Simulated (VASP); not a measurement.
Wanted: the native input for a VASP 6.6.1 run.

```yaml
Task: single point
Functional: PBE
Potentials_or_basis: VASP PAW PBE potentials, release 64 (Bi_d, Se)
Cutoff: 520 eV
k_mesh: 6 × 6 × 6
Occupations: gaussian, width 0.01 eV
Spin: no spin polarisation
Dipole_correction: no
Further_INCAR_settings: ALGO = Fast; EDIFF = 1e-07; NBANDS = 32
```

The structure of Bi2Se3 (Paraguanajuatite) lies in POSCAR:

```
Bi2Se3
1.0
    2.0711634285      1.1957867630      9.7534112660
   -2.0711634285      1.1957867630      9.7534112660
    0.0000000000     -2.3915735260      9.7534112660
Bi Se
2 3
Direct
    0.3993469745      0.3993469745      0.3993469745
    0.6006530255      0.6006530255      0.6006530255
    0.0000000000      0.0000000000      0.0000000000
    0.2141084314      0.2141084314      0.2141084314
    0.7858915686      0.7858915686      0.7858915686
```

These files were run (other wordings do the same):

INCAR

```
PREC     = Accurate       # precision mode
ENCUT    = 520            # plane-wave cutoff, eV
EDIFF    = 1E-7           # SCF threshold, eV
ISMEAR   = 0              # smearing method
SIGMA    = 0.01           # smearing width, eV
LREAL    = F              # projectors in reciprocal space
LASPH    = T              # aspherical terms in the spheres
NELM     = 100            # most SCF steps
ALGO     = Fast           # electronic algorithm
ISIF     = 2              # what is computed and relaxed
LWAVE    = F              # write WAVECAR
LCHARG   = F              # write CHGCAR
GGA      = PE             # functional
NBANDS   = 32             # bands
```

KPOINTS

```
regular mesh
0
Gamma
  6 6 6
```

Potentials or basis: VASP PAW PBE potentials, release 64 (Bi_d, Se).

Launch:

```bash
$ cat potpaw_PBE.64/Bi_d/POTCAR potpaw_PBE.64/Se/POTCAR > POTCAR
$ mpirun -np 1 vasp_std > vasp.out
```

Results of the run:

The pressure is 2.1 GPa. The largest force is 0.196 eV/Å. The band gap on the k mesh is 0.35 eV, direct.

Caveat: spin-orbit coupling is left out, which as a rule narrows the gap of such compounds by several tenths of an eV.

It took 12 min on 1 thread of Intel(R) Xeon(R) 6975P-C (Granite Rapids), on a shared host, peak memory 0.96 GiB.
